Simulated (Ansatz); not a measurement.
# S (fcc type): the cost of one run

Program: Ansatz 0.2.0. Level of theory: DFT PBE, with the methods named in each step. These are calculated values, not measurements.

### Step 1. The system as given

Symmetry: Fm-3m, No. 225, cubic system. Conventional cell: a = 3.990 Å, b = 3.990 Å, c = 3.990 Å, α = 90.00°, β = 90.00°, γ = 90.00°. S (site symmetry m-3m) is surrounded by 12 S at 2.82 Å.

Coordinates:

```
CELL_PARAMETERS angstrom
0.00000 1.99490 1.99490
1.99490 0.00000 1.99490
1.99490 1.99490 0.00000
ATOMIC_POSITIONS crystal
S 0.00000 0.00000 0.00000
```

Whether this phase is the stable one at these pressures isn't tested.

### Step 2. The reference volume, LAPW

File input.yaml:

```yaml
crystal:
  lattice:
    - [0.0, 1.9949013733, 1.9949013733]
    - [1.9949013733, 0.0, 1.9949013733]
    - [1.9949013733, 1.9949013733, 0.0]
  atoms:
    - { symbol: S, position: [0.0, 0.0, 0.0] }
kpoints:
  mp_grid: { grid: [16, 16, 16] }
  band_path:
    path:
      - [0.0, 0.0, 0.0]
      - [0.5, 0.0, 0.5]
      - [0.625, 0.25, 0.625]
      - [0.375, 0.375, 0.75]
      - [0.0, 0.0, 0.0]
      - [0.5, 0.5, 0.5]
      - [0.5, 0.25, 0.75]
      - [0.5, 0.0, 0.5]
    npoints: 14
scf:
  occupations: { method: fermi_dirac, width: 0.08 }
hamiltonian:
  xc: pbe
  pseudopotentials: { kind: all_electron, lapw: { basis_error: 0.001 } }
output:
  forces: true
  stress: true
  eigenvalues: true
  populations: true
  dos: { projected: true, de: 0.2, e_range: [-14, 8] }
```

The run is started by

```
> ansatz run input.yaml --threads 1 --pin off --max-ram 2048MiB --backend cpu --events-out ev --progress --plain --runs-dir out
```

**Question.** How long does this run take on 1 thread of Intel Xeon Platinum 8488C (Sapphire Rapids), shared host, and how much memory does it need?

About 4.5 s, with a peak of 0.29 GiB.
